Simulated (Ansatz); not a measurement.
Crystal: Si2Mo.

```
CELL_PARAMETERS angstrom
-1.60000 1.60000 3.93050
1.60000 -1.60000 3.93050
1.60000 1.60000 -3.93050
ATOMIC_POSITIONS crystal
Mo 0.00000 0.00000 0.00000
Si 0.66700 0.66700 0.00000
Si 0.33300 0.33300 0.00000
```

Base run:

- Program: Ansatz 0.2.0
- Functional: LDA
- Potentials or basis: Ansatz PAW
- Cutoff: 420 eV (not typed: the program's choice for these potentials)
- k mesh: 12 × 12 × 12
- Occupations: fermi-dirac, width 0.05 eV
- Spin: no spin polarisation

Its results: band gap on the k mesh none (metal or under the smearing width); pressure -6.1 GPa; largest force 0.376 eV/Å.

Task: The run is repeated on the same cell with these changes: functional from LDA to r2SCAN; cutoff from 420 eV (not typed: the program's choice for these potentials) to 500 eV (not typed: the program's choice for these potentials). What comes out?

Result: Band gap on the k mesh none (metal or under the smearing width); pressure -1.4 GPa; largest force 0.357 eV/Å.

Caveats: the PAW data sets come from PBE, with cores solved anew for the run's functional, which leaves a small shift of forces and pressure.
